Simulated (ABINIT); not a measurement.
# InP (F-43m) in ABINIT: notebook

Runs on InP. Level: PBE. Tasks: single point.

Program: ABINIT 10.8.3 (patched build). These are calculated values, not measurements. Logs are shortened: lines on timing, memory, paths and dates and some standing lists are left out, and cuts for length are marked. The log counts tension as positive stress, the text compression.

### Step 1. The cell of the first run

The structure is cubic, space group F-43m (No. 216). Conventional cell: a = 5.861 Å, b = 5.861 Å, c = 5.861 Å, α = 90.00°, β = 90.00°, γ = 90.00°. In (site symmetry -43m) is surrounded by 4 P at 2.54 Å. Around P (site symmetry -43m) lie 4 In at 2.54 Å.

### Step 2. Single point, PBE, 25.17 Å³/atom (uniaxial strain of 0 %)

File run.abi:

```
# Pseudopotentials
pp_dirpath "./"
pseudos "In.GGA_PBE-JTH.xml, P.GGA_PBE-JTH.xml"

# Structure
acell 3*1.0
rprim
     0.0000000000     5.5378424082     5.5378424082
     5.5378424082     0.0000000000     5.5378424082
     5.5378424082     5.5378424082     0.0000000000
ntypat 2
znucl 49 15
natom 2
typat 1 2
xred
     0.0000000000     0.0000000000     0.0000000000
     0.7500000000     0.7500000000     0.7500000000

# Plane-wave basis
ecut 22.0
pawecutdg 44.0
pawxcdev 0

# k points
kptopt 1
ngkpt 8 8 8
nshiftk 1
shiftk 0.0 0.0 0.0

# Exchange and correlation
ixc 11

# Bands and occupations
nband 13
occopt 3
tsmear 0.05 eV

# SCF cycle
nstep 100
tolvrs 1.0e-9

# Output
iomode 3
prtwf 0
prtden 0
prteig 0
prtebands 0
```

Potentials or basis: JTH PAW PBE v2.0.

Started as:

```sh
$ abinit run.abi > log 2>&1
```

run.abo:

```text
.Version 10.8.3 of ABINIT
 Symmetries : space group F-4 3 m (#216); Bravais cF (face-center cubic)
================================================================================
 Values of the parameters that define the memory need of the present run
     intxc =       0    ionmov =       0      iscf =      17    lmnmax =      18
     lnmax =       6     mgfft =      36  mpssoang =       3    mqgrid =    3001
     natom =       2  nloc_mem =       2    nspden =       1   nspinor =       1
    nsppol =       1      nsym =      24    n1xccc =       1    ntypat =       2
    occopt =       3   xclevel =       2
       mpw =        1700          nfft =       46656          nkpt =          29
 PAW method is used; the additional fine FFT grid is defined by:
   mgfftf=        48    nfftf =    110592
================================================================================
================================================================================

--------------------------------------------------------------------------------
------------- Echo of variables that govern the present computation ------------
--------------------------------------------------------------------------------
 -outvars: echo values of preprocessed input variables --------
            acell      1.0000000000E+00  1.0000000000E+00  1.0000000000E+00 Bohr
              amu      1.14820000E+02  3.09737620E+01
             ecut      2.20000000E+01 Hartree
              ixc          11
         kptrlatt        8    0    0      0    8    0      0    0    8
          kptrlen      6.26535347E+01
            natom           2
            nband          13
            ngfft          36      36      36
          ngfftdg          48      48      48
             nkpt          29
            nstep         100
             nsym          24
           ntypat           2
           occopt           3
        pawecutdg      4.40000000E+01 Hartree
         pawxcdev           0
           prtden           0
        prtebands           0
           prteig           0
            prtwf           0
            rprim      0.0000000000E+00  5.5378424082E+00  5.5378424082E+00
                       5.5378424082E+00  0.0000000000E+00  5.5378424082E+00
                       5.5378424082E+00  5.5378424082E+00  0.0000000000E+00
          spgroup         216
           tolvrs      1.00000000E-09
           tsmear      1.83746611E-03 Hartree
            typat      1  2
           useylm           1
           xangst      0.0000000000E+00  0.0000000000E+00  0.0000000000E+00
                       4.3957499970E+00  4.3957499970E+00  4.3957499970E+00
            xcart      0.0000000000E+00  0.0000000000E+00  0.0000000000E+00
                       8.3067636123E+00  8.3067636123E+00  8.3067636123E+00
             xred      0.0000000000E+00  0.0000000000E+00  0.0000000000E+00
                       7.5000000000E-01  7.5000000000E-01  7.5000000000E-01
            znucl       49.00000   15.00000

================================================================================

 chkinp: Checking input parameters for consistency.

================================================================================
== DATASET  1 ==================================================================

--- !DatasetInfo
iteration_state: {dtset: 1, }
dimensions: {natom: 2, nkpt: 29, mband: 13, nsppol: 1, nspinor: 1, nspden: 1, mpw: 1700, }
cutoff_energies: {ecut:  22.0, pawecutdg:  44.0, }
electrons: {nelect:   1.80000000E+01, charge:   0.00000000E+00, occopt:   3.00000000E+00, tsmear:   1.83746611E-03, }
meta: {optdriver: 0, ionmov: 0, optcell: 0, iscf: 17, paral_kgb: 0, }
...

 Exchange-correlation functional for the present dataset will be:
  GGA: Perdew-Burke-Ernzerhof functional - ixc=11
  J.P.Perdew, K.Burke, M.Ernzerhof, PRL 77, 3865 (1996)

 Real(R)+Recip(G) space primitive vectors, cartesian coordinates (Bohr,Bohr^-1):
 R(1)=  0.0000000  5.5378424  5.5378424  G(1)= -0.0902879  0.0902879  0.0902879
 R(2)=  5.5378424  0.0000000  5.5378424  G(2)=  0.0902879 -0.0902879  0.0902879
 R(3)=  5.5378424  5.5378424  0.0000000  G(3)=  0.0902879  0.0902879 -0.0902879
 Unit cell volume ucvol=  3.3966576E+02 bohr^3
 Angles (23,13,12)=  6.00000000E+01  6.00000000E+01  6.00000000E+01 degrees

 Coarse grid specifications (used for wave-functions):

 getcut: wavevector=  0.0000  0.0000  0.0000  ngfft=  36  36  36
         ecut(hartree)=     22.000   => boxcut(ratio)=   2.17706

 Fine grid specifications (used for densities):

 getcut: wavevector=  0.0000  0.0000  0.0000  ngfft=  48  48  48
         ecut(hartree)=     44.000   => boxcut(ratio)=   2.05255

--- Pseudopotential description ------------------------------------------------
- pspini: atom type   1  psp file is ./In.GGA_PBE-JTH.xml
 Pseudopotential format is: paw10
 basis_size (lnmax)=  6 (lmn_size= 18), orbitals=   0   0   1   1   2   2
 Spheres core radius: rc_sph= 2.50644782
 Shapefunction is BESSEL type: shapef(r,l)=aa(1,l)*jl(q(1,l)*r)+aa(2,l)*jl(q(2,l)*r)
 Radius for shape functions =  1.40569481
 Compensation charge density is not taken into account in XC energy/potential

- pspini: atom type   2  psp file is ./P.GGA_PBE-JTH.xml
 Pseudopotential format is: paw10
 basis_size (lnmax)=  4 (lmn_size=  8), orbitals=   0   0   1   1
 Spheres core radius: rc_sph= 1.60765221
 Shapefunction is SIN type: shapef(r)=[sin(pi*r/rshp)/(pi*r/rshp)]**2
 Radius for shape functions =  1.60765221
 Compensation charge density is not taken into account in XC energy/potential

   4.69646342E+02                                ecore*ucvol(ha*bohr**3)
--------------------------------------------------------------------------------

================================================================================

--- !BeginCycle
iteration_state: {dtset: 1, }
solver: {iscf: 17, nstep: 100, nline: 4, wfoptalg: 10, }
tolerances: {tolvrs: 1.00E-09, }
...

     iter   Etot(hartree)      deltaE(h)  residm     nres2
 ETOT  1  -64.684142718610    -6.468E+01 1.120E-01 4.163E+00
 ETOT  2  -64.722080620716    -3.794E-02 3.078E-02 9.239E-01
 ETOT  3  -64.721659530886     4.211E-04 5.861E-03 1.661E-01
 ETOT  4  -64.721679387583    -1.986E-05 2.076E-03 8.618E-03
 ETOT  5  -64.721740543498    -6.116E-05 8.399E-04 6.790E-04
 ETOT  6  -64.721750660573    -1.012E-05 3.283E-04 5.009E-05
 ETOT  7  -64.721750851587    -1.910E-07 2.148E-04 8.059E-07
 ETOT  8  -64.721750870917    -1.933E-08 9.571E-05 6.736E-08
 ETOT  9  -64.721750872076    -1.159E-09 5.947E-05 1.600E-08
 ETOT 10  -64.721750872165    -8.849E-11 2.220E-05 1.534E-09
 ETOT 11  -64.721750872210    -4.536E-11 1.598E-05 2.241E-10

 At SCF step   11       nres2   =  2.24E-10 < tolvrs=  1.00E-09 =>converged.

 Cartesian components of stress tensor (hartree/bohr^3)
  sigma(1 1)= -1.12985274E-04  sigma(3 2)=  0.00000000E+00
  sigma(2 2)= -1.12985274E-04  sigma(3 1)=  0.00000000E+00
  sigma(3 3)= -1.12985274E-04  sigma(2 1)=  0.00000000E+00

--- !ResultsGS
iteration_state: {dtset: 1, }
comment   : Summary of ground state results
lattice_vectors:
- [  0.0000000,   5.5378424,   5.5378424, ]
- [  5.5378424,   0.0000000,   5.5378424, ]
- [  5.5378424,   5.5378424,   0.0000000, ]
lattice_lengths: [   7.83169,    7.83169,    7.83169, ]
lattice_angles: [ 60.000,  60.000,  60.000, ] # degrees, (23, 13, 12)
lattice_volume:   3.3966576E+02
convergence: {deltae: -4.536E-11, res2:  2.241E-10, residm:  1.598E-05, diffor: null, }
etotal    :  -6.47217509E+01
entropy   :   0.00000000E+00
fermie    :   1.86139969E-01
cartesian_stress_tensor: # hartree/bohr^3
- [ -1.12985274E-04,   0.00000000E+00,   0.00000000E+00, ]
- [  0.00000000E+00,  -1.12985274E-04,   0.00000000E+00, ]
- [  0.00000000E+00,   0.00000000E+00,  -1.12985274E-04, ]
pressure_GPa:   3.3241E+00
xred      :
- [  0.0000E+00,   0.0000E+00,   0.0000E+00, In]
- [  7.5000E-01,   7.5000E-01,   7.5000E-01,  P]
cartesian_forces: # hartree/bohr
- [ -0.00000000E+00,  -0.00000000E+00,  -0.00000000E+00, ]
- [ -0.00000000E+00,  -0.00000000E+00,  -0.00000000E+00, ]
force_length_stats: {min:   0.00000000E+00, max:   0.00000000E+00, mean:   0.00000000E+00, }
...

 Integrated electronic density in atomic spheres:
 ------------------------------------------------
 Atom  Sphere_radius  Integrated_density
    1        2.50645         11.24673829
    2        1.60765          1.58544147

================================================================================

 ----iterations are completed or convergence reached----

 Mean square residual over all n,k,spin=   64.779E-09; max=  15.977E-06
 reduced coordinates (array xred) for    2 atoms
       0.000000000000      0.000000000000      0.000000000000
       0.750000000000      0.750000000000      0.750000000000
 rms dE/dt=  0.0000E+00; max dE/dt=  0.0000E+00; dE/dt below (all hartree)
    1       0.000000000000      0.000000000000      0.000000000000
    2       0.000000000000      0.000000000000      0.000000000000

 cartesian coordinates (angstrom) at end:
    1      0.00000000000000     0.00000000000000     0.00000000000000
    2      4.39574999700532     4.39574999700532     4.39574999700532

 cartesian forces (hartree/bohr) at end:
    1     -0.00000000000000    -0.00000000000000    -0.00000000000000
    2     -0.00000000000000    -0.00000000000000    -0.00000000000000
 frms,max,avg= 0.0000000E+00 0.0000000E+00   0.000E+00  0.000E+00  0.000E+00 h/b

 cartesian forces (eV/Angstrom) at end:
    1     -0.00000000000000    -0.00000000000000    -0.00000000000000
    2     -0.00000000000000    -0.00000000000000    -0.00000000000000
 frms,max,avg= 0.0000000E+00 0.0000000E+00   0.000E+00  0.000E+00  0.000E+00 e/A
 length scales=  1.000000000000  1.000000000000  1.000000000000 bohr
              =  0.529177210544  0.529177210544  0.529177210544 angstroms
 Fermi (or HOMO) energy (hartree) =   0.18614   Average Vxc (hartree)=  -0.34141
 Eigenvalues (hartree) for nkpt=  29  k points:
 kpt#   1, nband= 13, wtk=  0.00195, kpt=  0.0000  0.0000  0.0000 (reduced coord)
  -0.34947   -0.34947   -0.34947   -0.34395   -0.34395   -0.25150    0.17218    0.17218
   0.17218    0.19781    0.32208    0.32208    0.32208
      occupation numbers for kpt#   1
   2.00000    2.00000    2.00000    2.00000    2.00000    2.00000    1.99900    1.99900
   1.99900    0.00349    0.00000    0.00000    0.00000
 prteigrs : prtvol=0 or 1, do not print more k-points.

--- !EnergyTerms
iteration_state     : {dtset: 1, }
comment             : Components of total free energy in Hartree
kinetic             :  1.64887213632102E+01
hartree             :  2.38231550527558E+01
xc                  : -9.82154677295269E+00
Ewald energy        : -4.48602020983076E+01
psp_core            :  1.38267200478630E+00
local_psp           : -6.47434022798173E+01
PAW spherical_terms :  1.30088523829336E+01
internal            : -6.47217503473917E+01
'-kT*entropy'       : -2.06677402871263E-07
total_energy        : -6.47217505540691E+01
total_energy_eV     : -1.76116855284281E+03
...

--- !EnergyTermsDC
iteration_state     : {dtset: 1, }
comment             : '"Double-counting" decomposition of free energy'
band_energy         : -3.44864305771111E+00
Ewald energy        : -4.48602020983076E+01
psp_core            :  1.38267200478630E+00
xc_dc               : -2.65064086379408E+01
PAW spherical_terms :  8.71083112364062E+00
internal            : -6.47217506655326E+01
'-kT*entropy'       : -2.06677402871263E-07
total_energy_dc     : -6.47217508722100E+01
total_energy_dc_eV  : -1.76116856149986E+03
...

--- !EnergyTermsWithPAWCore
iteration_state     : {dtset: 1, }
comment             : 'Components of total free energy, including PAW core contributions'
Total energy        : -6.22383759477654E+03
Total energy DC     : -6.22383759509468E+03
Total energy (eV)   : -1.69359248723722E+05
Total energy DC (eV): -1.69359248732379E+05
...

 Cartesian components of stress tensor (hartree/bohr^3)
  sigma(1 1)= -1.12985274E-04  sigma(3 2)=  0.00000000E+00
  sigma(2 2)= -1.12985274E-04  sigma(3 1)=  0.00000000E+00
  sigma(3 3)= -1.12985274E-04  sigma(2 1)=  0.00000000E+00

-Cartesian components of stress tensor (GPa)         [Pressure=  3.3241E+00 GPa]
- sigma(1 1)= -3.32414154E+00  sigma(3 2)=  0.00000000E+00
- sigma(2 2)= -3.32414154E+00  sigma(3 1)=  0.00000000E+00
- sigma(3 3)= -3.32414154E+00  sigma(2 1)=  0.00000000E+00

== END DATASET(S) ==============================================================
================================================================================

 -outvars: echo values of variables after computation  --------
            acell      1.0000000000E+00  1.0000000000E+00  1.0000000000E+00 Bohr
           etotal     -6.4721750872E+01
            fcart     -0.0000000000E+00 -0.0000000000E+00 -0.0000000000E+00
                      -0.0000000000E+00 -0.0000000000E+00 -0.0000000000E+00
            rprim      0.0000000000E+00  5.5378424082E+00  5.5378424082E+00
                       5.5378424082E+00  0.0000000000E+00  5.5378424082E+00
                       5.5378424082E+00  5.5378424082E+00  0.0000000000E+00
           strten     -1.1298527449E-04 -1.1298527449E-04 -1.1298527449E-04
                       0.0000000000E+00  0.0000000000E+00  0.0000000000E+00
           xangst      0.0000000000E+00  0.0000000000E+00  0.0000000000E+00
                       4.3957499970E+00  4.3957499970E+00  4.3957499970E+00
             xred      0.0000000000E+00  0.0000000000E+00  0.0000000000E+00
                       7.5000000000E-01  7.5000000000E-01  7.5000000000E-01
 Calculation completed.
```

It took 21 s on 1 thread of Arm Neoverse V2, shared host; peak memory 0.09 GiB.

Results:

```yaml
Free_energy: -1761.1686 eV
Pressure: 3.3 GPa
Band_gap_on_the_k_mesh: 0.70 eV, direct
Valence_electrons_inside_the_program's_atomic_spheres: In 11.25; P 1.59
```

Caveat: spin-orbit coupling is left out, which moves the levels of the heavy elements.

### Step 3. Single point, PBE, 24.16 Å³/atom (uniaxial strain of -4 %)

Changes to run.abi since step 2:

```diff
@@ -7,4 +7,4 @@
 rprim
-     0.0000000000     5.5378424082     5.5378424082
-     5.5378424082     0.0000000000     5.5378424082
+     0.0000000000     5.5378424082     5.3163287119
+     5.5378424082     0.0000000000     5.3163287119
      5.5378424082     5.5378424082     0.0000000000
@@ -17,2 +17,5 @@
      0.7500000000     0.7500000000     0.7500000000
+chkprim 0
+chksymtnons 0
+tolsym 1.0e-6
```

Potentials or basis: JTH PAW PBE v2.0.

Started as:

```sh
$ abinit run.abi > log 2>&1
```

Wall time 39 s (1 thread of Arm Neoverse V2, shared host); peak memory 0.14 GiB.

It converged, with:

```yaml
Free_energy: -1761.0998 eV
Pressure: 6.6 GPa
Band_gap_on_the_k_mesh: 0.79 eV, direct
Valence_electrons_inside_the_program's_atomic_spheres: In 11.30; P 1.59
```

Caveat: spin-orbit coupling is left out, which moves the levels of the heavy elements.
